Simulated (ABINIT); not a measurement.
A run of ABINIT 10.8.3 (patched build):

Contents of run.abi:

```
# Pseudopotentials
pp_dirpath "./"
pseudos "In.GGA_PBE-JTH.xml, O.GGA_PBE-JTH.xml"

# Structure
acell 3*1.0 Angstrom
rprim
     2.7435000000     1.5839604635     4.8366666667
    -2.7435000000     1.5839604635     4.8366666667
     0.0000000000    -3.1679209270     4.8366666667
ntypat 2
znucl 49 8
natom 10
typat 1 1 1 1 2 2 2 2 2 2
xred
     0.8573100000     0.8573100000     0.8573100000
     0.6426900000     0.6426900000     0.6426900000
     0.1426900000     0.1426900000     0.1426900000
     0.3573100000     0.3573100000     0.3573100000
     0.0480000000     0.7500000000     0.4520000000
     0.7500000000     0.4520000000     0.0480000000
     0.4520000000     0.0480000000     0.7500000000
     0.9520000000     0.2500000000     0.5480000000
     0.2500000000     0.5480000000     0.9520000000
     0.5480000000     0.9520000000     0.2500000000

# Plane-wave basis
ecut 23.0
pawecutdg 45.0
pawxcdev 0

# k points
kptopt 1
ngkpt 6 6 6
nshiftk 1
shiftk 0.0 0.0 0.0

# Exchange and correlation
ixc 11

# Bands and occupations
nband 53
occopt 3
tsmear 0.05 eV

# SCF cycle
nstep 100
tolvrs 1.0e-9

# Output
iomode 3
prtwf 0
prteig 0
prtebands 0
enunit 1
prtvol 2
prtden 1
prtvha 1
prtvclmb 1
prtpot 1
```

Potentials or basis: JTH PAW PBE v2.0.

Launch:

```sh
$ abinit run.abi > log 2>&1
```

Hardware: 1 thread of Intel(R) Xeon(R) Platinum 8259CL CPU @ 2.50GHz (Skylake/Cascade Lake), on a shared host.

Q: Estimate the wall time of this run.

A: Run time: 10 min on 1 thread of Intel(R) Xeon(R) Platinum 8259CL CPU @ 2.50GHz (Skylake/Cascade Lake), with other jobs on the host, peak memory 0.4 GiB. Counts: scf iterations 12, mpi ranks 1, k points 32, bands 53, plane waves 4495.
